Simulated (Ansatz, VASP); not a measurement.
Two plane-wave programs on AlFe

INCAR

```
PREC     = Accurate       # precision mode
ENCUT    = 520            # plane-wave cutoff, eV
EDIFF    = 1E-6           # SCF threshold, eV
ISMEAR   = 0              # smearing method
SIGMA    = 0.15           # smearing width, eV
LREAL    = F              # projectors in reciprocal space
LASPH    = T              # aspherical terms in the spheres
NELM     = 150            # most SCF steps
ALGO     = Normal         # electronic algorithm
ISIF     = 2              # what is computed and relaxed
LWAVE    = F              # write WAVECAR
LCHARG   = F              # write CHGCAR
ISPIN    = 2              # spin polarisation
MAGMOM   = 0 0.75         # initial moments
LORBIT   = 11             # projections on sites
LMAXMIX  = 4              # l up to which the mixer works
GGA      = PS             # functional
NBANDS   = 16             # bands
```

File KPOINTS:

```
regular mesh
0
Gamma
  18 18 18
```

File POSCAR:

```
AlFe
1.0
    3.1799532251      0.0000000000      0.0000000000
    0.0000000000      3.1799532251      0.0000000000
    0.0000000000      0.0000000000      2.6415871441
Al Fe
1 1
Direct
    0.0000000000      0.0000000000      0.0000000000
    0.5000000000      0.5000000000      0.5000000000
```

Input for Ansatz:

```yaml
crystal:
  lattice:
    - [3.1799532251, 0.0, 0.0]
    - [0.0, 3.1799532251, 0.0]
    - [0.0, 0.0, 2.6415871441]
  atoms:
    - { symbol: Al, position: [0.0, 0.0, 0.0] }
    - { symbol: Fe, position: [0.5, 0.5, 0.5], spin: 0.75 }
basis:
  ecutwfc: 520.0
kpoints:
  mp_grid: { grid: [18, 18, 18] }
hamiltonian:
  xc: pbesol
scf:
  occupations: { method: gaussian, width: 0.15 }
output:
  forces: true
  stress: true
  eigenvalues: true
  populations: true
  write_density: true
  write_potential: true
  elf: true
  volumetric_format: npy
magnetization:
  spin_polarized: true
```

Alike in both runs: task single point; functional PBEsol; k mesh 18 × 18 × 18; occupations gaussian, width 0.15 eV; collinear spin.

|  | VASP | Ansatz |
| --- | --- | --- |
| version | VASP 6.6.1 | Ansatz 0.2.0 |
| potentials or method | VASP PAW PBE potentials, release 64 (Al, Fe) | scalar-relativistic, plane waves, PAW |
| plane-wave cutoff (eV) | 520 | 520 |
| valence electrons in the cell | 11 | 19 |

```tsv
	VASP	Ansatz	Ansatz less VASP
gap on the k mesh at the Fermi level (eV)	none	none	-
pressure (GPa)	-12.8	-12.9	-0.08
largest component of the traceless stress (GPa)	7.33	7.19	-0.144
net moment per atom (μB)	0.82	0.82	+0.003
size of the moment on the site where the two differ most (μB)	0.04	0.07	+0.025
```

Site moments also hang on the region over which each program counts them. A gap of «none» marks a metal or a gap that the smearing closes. The two sets of potentials don't hold the same shells in valence.

Caveats: the PAW data sets were made with another functional, which shifts forces and pressure a little (VASP).
